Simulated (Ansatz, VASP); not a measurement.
**One calculation of C, two programs**

```
CELL_PARAMETERS angstrom
2.48344 0.00000 0.00000
-1.24172 2.15072 0.00000
0.00000 0.00000 4.09452
ATOMIC_POSITIONS crystal
C 0.33333 0.66667 0.99976
C 0.66667 0.33333 0.49976
C 0.33333 0.66667 0.37424
C 0.66667 0.33333 0.87424
```

Alike in both runs: task single point; functional LDA; k mesh 9 × 9 × 6; no spin polarisation.

|  | VASP | Ansatz |
| --- | --- | --- |
| version | VASP 6.6.1 | Ansatz 0.2.0 |
| potentials or method | VASP PAW LDA potentials, release 64 (C) | scalar-relativistic, plane waves, PAW |
| plane-wave cutoff (eV) | 520 | 420 |
| occupations | gaussian, width 0.01 eV | fixed |
| valence electrons in the cell | 16 | 16 |

```tsv
	VASP	Ansatz	Ansatz less VASP
gap on the k mesh at the Fermi level (eV)	2.99	3.02	+0.023
least direct gap on the mesh (eV)	4.86	4.86	+0.005
```

Ansatz warned: «pseudo_functional_mismatch».

Caveats: an odd mesh through Γ misses points on the zone boundary, where band edges often lie.
